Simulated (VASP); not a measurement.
# InAs (F-43m) in VASP: settings compared

Aim: see how the results for InAs move with the level of theory and the settings. Levels: HSE(alpha, omega). Tasks: single point.

Everything below comes from runs of VASP 6.6.1. Logs are shortened: lines on timing, memory, paths and dates and some standing lists are left out, and cuts for length are marked.

## Step 1: The crystal as given

Symmetry: F-43m, No. 216, cubic system. The conventional cell has a = 6.036 Å, b = 6.036 Å, c = 6.036 Å, α = 90.00°, β = 90.00°, γ = 90.00°. In (site symmetry -43m) is surrounded by 4 As at 2.61 Å. Around As (site symmetry -43m) lie 4 In at 2.61 Å.

## Step 2: Single point, HSE(alpha, omega)

Contents of POSCAR:

```
InAs
1.0
    0.0000000000      3.0180000000      3.0180000000
    3.0180000000      0.0000000000      3.0180000000
    3.0180000000      3.0180000000      0.0000000000
In As
1 1
Direct
    0.0000000000      0.0000000000      0.0000000000
    0.7500000000      0.7500000000      0.7500000000
```

Contents of INCAR.step1:

```
SYSTEM = InAs
ALGO     = Normal         ! electronic algorithm
EDIFF    = 1E-5           ! SCF threshold, eV
ENCUT    = 520            ! plane-wave cutoff, eV
GGA      = PE             ! functional
ISIF     = 2              ! what is computed and relaxed
ISMEAR   = -1             ! smearing method
LASPH    = .TRUE.         ! aspherical terms in the spheres
LCHARG   = .FALSE.        ! write CHGCAR
LREAL    = .FALSE.        ! projectors in reciprocal space
LWAVE    = .TRUE.         ! write WAVECAR
NELM     = 80             ! most SCF steps
PREC     = Accurate       ! precision mode
SIGMA    = 0.05           ! smearing width, eV
```

Contents of INCAR.step2:

```
SYSTEM = InAs
AEXX     = 0.25           ! exact-exchange fraction
ALGO     = Normal         ! electronic algorithm
EDIFF    = 1E-6           ! SCF threshold, eV
ENCUT    = 520            ! plane-wave cutoff, eV
GGA      = PE             ! functional
HFSCREEN = 0.3            ! screening, 1/A
ISIF     = 2              ! what is computed and relaxed
ISMEAR   = -1             ! smearing method
ISTART   = 1            
LASPH    = .TRUE.         ! aspherical terms in the spheres
LCHARG   = .FALSE.        ! write CHGCAR
LHFCALC  = .TRUE.         ! exact exchange
LREAL    = .FALSE.        ! projectors in reciprocal space
LWAVE    = .FALSE.        ! write WAVECAR
NELM     = 80             ! most SCF steps
PREC     = Accurate       ! precision mode
PRECFOCK = Fast         
SIGMA    = 0.05           ! smearing width, eV
```

Contents of KPOINTS:

```
k-points
0
G
  4 4 4
  0 0 0
```

Potentials or basis: VASP PAW PBE potentials, release 64 (In_d, As).

Started as:

```sh
$ cat potpaw_PBE.64/In_d/POTCAR potpaw_PBE.64/As/POTCAR > POTCAR
$ cp INCAR.step1 INCAR
$ mpirun -np 1 vasp_std > vasp.out
$ cp INCAR.step2 INCAR
$ mpirun -np 1 vasp_std > vasp.out
```

OUTCAR:

```text
SYSTEM = InAs
   AEXX = 0.25
   EDIFF = 1E-6
   ENCUT = 520
   GGA = PE
   HFSCREEN = 0.3
   ISIF = 2
   ISMEAR = -1
   ISTART = 1
   LASPH = .TRUE.
   LHFCALC = .TRUE.
   LREAL = .FALSE.
   NELM = 80
   PREC = Accurate
   PRECFOCK = Fast

 ion  position               nearest neighbor table
   1  0.000  0.000  0.000-   2 2.61   2 2.61   2 2.61   2 2.61
   2  0.750  0.750  0.750-   1 2.61   1 2.61   1 2.61   1 2.61

  LATTYP: Found a face centered cubic cell.
 ALAT       =     6.0360000000

  Lattice vectors:

 A1 = (   0.0000000000,   3.0180000000,   3.0180000000)
 A2 = (   3.0180000000,   0.0000000000,   3.0180000000)
 A3 = (   3.0180000000,   3.0180000000,   0.0000000000)

Analysis of symmetry for initial positions (statically):
=====================================================================
 Subroutine PRICEL returns:
 Original cell was already a primitive cell.

 Routine SETGRP: Setting up the symmetry group for a
 face centered cubic supercell.

 Subroutine GETGRP returns: Found 24 space group operations
 (whereof 24 operations were pure point group operations)
 out of a pool of 48 trial point group operations.

The static configuration has the point symmetry T_d .

Analysis of symmetry for dynamics (positions and initial velocities):
=====================================================================
 Subroutine PRICEL returns:
 Original cell was already a primitive cell.

 Routine SETGRP: Setting up the symmetry group for a
 face centered cubic supercell.

 Subroutine GETGRP returns: Found 24 space group operations
 (whereof 24 operations were pure point group operations)
 out of a pool of 48 trial point group operations.

The dynamic configuration has the point symmetry T_d .

 Subroutine INISYM returns: Found 24 space group operations
 (whereof 24 operations are pure point group operations),
 and found     1 'primitive' translations

----------------------------------------------------------------------------------------

                                     Primitive cell

  volume of cell :      54.9778

  direct lattice vectors                    reciprocal lattice vectors
     0.000000000  3.018000000  3.018000000    -0.165672631  0.165672631  0.165672631
     3.018000000  0.000000000  3.018000000     0.165672631 -0.165672631  0.165672631
     3.018000000  3.018000000  0.000000000     0.165672631  0.165672631 -0.165672631

  length of vectors
     4.268096531  4.268096531  4.268096531     0.286953414  0.286953414  0.286953414
[... 81 lines left out ...]
   IALGO  =     38    algorithm
   IMIX   =      1    mixing-type and parameters
     AMIX     =   0.40;   BMIX     =  1.00
     AMIX_MAG =   1.60;   BMIX_MAG =  1.00
  volume/ion in A,a.u.               =      27.49       185.50
  Fermi-wavevector in a.u.,A,eV,Ry     =   1.128331  2.132236 17.321990  1.273130
  Thomas-Fermi vector in A             =   2.265020
   LORBIT       =      0    0 simple, 1 ext, 2 COOP (PROOUT), +10 PAW based schemes
   GGA     = PE    functional components
   LHFCALC =     T    Hartree Fock is set to
   PRECFOCK=fast      Normal, Fast or Accurate (Low or Medium for compatibility)
   ENCUT4O =  -1.0   cutoff for four orbital integrals eV
   NKREDX  =     1    reduce k-point grid by
   NKREDY  =     1    reduce k-point grid by
   NKREDZ  =     1    reduce k-point grid by
   AEXX    =    0.2500 exact exchange contribution
   HFSCREEN=    0.3000 screening length (either q_TF or 0.3 A-1)
   HFSCREENC=   0.3000 screening length for correlation (either q_TF or 0.3 A-1)
   ENCUTFOCK=  -1.0 apply spherical cutoff to Coloumb kernel
   IVDW    =     0    specifies the selected vdW correction
   LEPSILON=     F    determine dielectric tensor
   LRPA    =     F    only Hartree local field effects (RPA)
 non-spin polarized calculation
  energy-cutoff  :      520.00
  volume of cell :       54.98
 maximum number of plane-waves:      1480
  NGX = 18; NGY = 18; NGZ = 18

 number of electron      17.9999991 magnetization

 Free energy of the ion-electron system (eV)
  ---------------------------------------------------
  ext. energy  EPLUGINS =         0.00000000
  ---------------------------------------------------
  free energy    TOTEN  =        -8.79641311 eV

  energy without entropy =       -8.79609675  energy(sigma->0) =       -8.79625493

 E-fermi :   4.5151     XC(G=0):  -7.7207

 val. band max:        4.2603211270   @ k =   0.0000   0.0000   0.0000
 cond. band min:       4.7143779930   @ k =   0.0000   0.0000   0.0000
 fundamental gap:      0.4540568660
 Fermi energy:         4.5151231011

 k-point     1 :       0.0000    0.0000    0.0000
  band No.  band energies     occupation
      1     -11.7989      2.00000
      2     -11.7989      2.00000
      3     -11.7989      2.00000
      4     -11.6648      2.00000
      5     -11.6648      2.00000
      6      -8.6747      2.00000
      7       4.2603      1.98783
      8       4.2603      1.98783
      9       4.2603      1.98783
     10       4.7144      0.03650
     11       8.7526      0.00000
     12       8.7526      0.00000
     13       8.7526      0.00000
[... 98 lines left out ...]
  band No.  band energies     occupation
      1     -11.9475      2.00000
      2     -11.7472      2.00000
      3     -11.7221      2.00000
      4     -11.6806      2.00000
      5     -11.6563      2.00000
      6      -6.3943      2.00000
      7      -1.8216      2.00000
      8       1.0900      2.00000
      9       1.1958      2.00000
     10       9.0718      0.00000
     11       9.2333      0.00000
     12       9.9743      0.00000
     13      10.9249      0.00000

------------------------ aborting loop because EDIFF is reached ----------------------------------------

  FORCE on cell =-STRESS in cart. coord.  units (eV):
  Direction    XX          YY          ZZ          XY          YZ          ZX
  --------------------------------------------------------------------------------------
  -------------------------------------------------------------------------------------
  Total        0.8591362      0.8591362      0.8591362     -0.0000000      0.0000000     -0.0000000
  in kB       25.0371503     25.0371503     25.0371503     -0.0000000      0.0000000     -0.0000000
  external PRESSURE =      25.0371503 kB  Pullay stress =       0.0000000 kB

 VOLUME and BASIS-vectors are now :
 -----------------------------------------------------------------------------
  energy-cutoff  :      520.00
  volume of cell :       54.98
      direct lattice vectors                 reciprocal lattice vectors
     0.000000000  3.018000000  3.018000000    -0.165672631  0.165672631  0.165672631
     3.018000000  0.000000000  3.018000000     0.165672631 -0.165672631  0.165672631
     3.018000000  3.018000000  0.000000000     0.165672631  0.165672631 -0.165672631

 POSITION                                       TOTAL-FORCE (eV/Angst)
 -----------------------------------------------------------------------------------
      0.00000      0.00000      0.00000         0.000000      0.000000     -0.000000
      4.52700      4.52700      4.52700        -0.000000     -0.000000      0.000000
 -----------------------------------------------------------------------------------
    total drift:                               -0.000032     -0.000027     -0.000024

  FREE ENERGIE OF THE ION-ELECTRON SYSTEM (eV)
  ---------------------------------------------------
  free  energy   TOTEN  =        -8.7964131149 eV

  energy  without entropy=       -8.7960967458  energy(sigma->0) =       -8.79625493
```

OSZICAR.step1:

```text
N       E                     dE             d eps       ncg     rms          rms(c)
DAV:   1     0.111615665634E+03    0.11162E+03   -0.84257E+03   208   0.151E+03
DAV:   2     0.361852599971E+00   -0.11125E+03   -0.10814E+03   213   0.313E+02
DAV:   3    -0.762310120775E+01   -0.79850E+01   -0.79520E+01   268   0.887E+01
DAV:   4    -0.782543782375E+01   -0.20234E+00   -0.20201E+00   249   0.167E+01
DAV:   5    -0.783197040297E+01   -0.65326E-02   -0.65324E-02   316   0.254E+00    0.464E+00
DAV:   6    -0.755251693356E+01    0.27945E+00   -0.52089E-01   301   0.133E+01    0.263E+00
DAV:   7    -0.752554714658E+01    0.26970E-01   -0.15187E-01   285   0.374E+00    0.758E-01
DAV:   8    -0.752693869770E+01   -0.13916E-02   -0.14044E-02   233   0.166E+00    0.231E-01
DAV:   9    -0.752775154140E+01   -0.81284E-03   -0.12882E-03   243   0.356E-01    0.136E-01
DAV:  10    -0.752792384718E+01   -0.17231E-03   -0.22749E-04   254   0.242E-01    0.785E-02
DAV:  11    -0.752796661474E+01   -0.42768E-04   -0.18120E-04   213   0.168E-01    0.708E-02
DAV:  12    -0.752797244549E+01   -0.58307E-05   -0.13913E-05   207   0.345E-02
   1 F= -.75279724E+01 E0= -.75264316E+01  d E =-.308166E-02
```

Run time: 2.3 min. Hardware: 1 thread of Intel Xeon Platinum 8488C (Sapphire Rapids), shared host; peak memory 0.28 GiB.

Results:

| Quantity | Value |
| --- | --- |
| Free energy | -8.7964 eV |
| Pressure | 2.5 GPa |
| Band gap on the k mesh | 0.45 eV, direct |

Caveat: the k mesh is coarse (spacing up to 0.45 Å⁻¹), so the values aren't converged, least of all with exact exchange; the PAW data sets were made with another functional, which shifts forces and pressure a little; spin-orbit coupling is left out, which moves the levels of the heavy elements.

[end of part 1 of 2]
